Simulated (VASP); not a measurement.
# Te: single point with PBE

Te:

```
Te
1.0
     3.82029   -2.14820    0.00000
     3.82029    2.14820    0.00000
    -0.09429    0.00000    5.97609
Te
3
Direct
  0.00000 0.00000 0.00000
  0.30945 0.30945 0.33881
  0.69055 0.69055 0.66119
```

This isn't the form of Te at room conditions, which is trigonal, of chains.

| Property | Result |
| --- | --- |
| Program | VASP 6.6.1 |
| Task | single point |
| Functional | PBE |
| Potentials or basis | VASP PAW PBE potentials, release 64 (Te) |
| Cutoff | 520 eV |
| k mesh | 7 × 7 × 5 |
| Occupations | fermi-dirac, width 0.05 eV |
| Spin | no spin polarisation |

```json
{
 "Pressure": "0.6 GPa",
 "Largest force": "0.110 eV/Å",
 "Band gap on the k mesh": "0.03 eV, indirect (least direct gap 0.20 eV)"
}
```

Forces on the atoms (eV/Å):
```
Te   0.000  0.000  0.000
Te   0.101  0.000 -0.045
Te  -0.101  0.000  0.045
```

Stress tensor (GPa, compression positive):
```
 0.55  0.00 -0.01
 0.00  0.74  0.00
-0.01  0.00  0.48
```

Levels at points of the mesh, in eV from the valence-band top:
| k point | band 7 | band 8 | band 9 | band 10 | band 11 | band 12 |
| --- | --- | --- | --- | --- | --- | --- |
| (0.00, 0.00, 0.00) | -2.03 | -1.65 | -1.44 | 0.96 | 0.99 | 1.54 |

It took 98 s on 1 thread of Intel(R) Xeon(R) Platinum 8488C (Sapphire Rapids), on a shared host, peak memory 0.28 GiB.

Caveat: spin-orbit coupling is left out, which moves the levels of the heavy elements; an odd mesh through Γ misses points on the zone boundary, where band edges often lie. A hybrid or GW would open this gap; PBE tends to underestimate it.
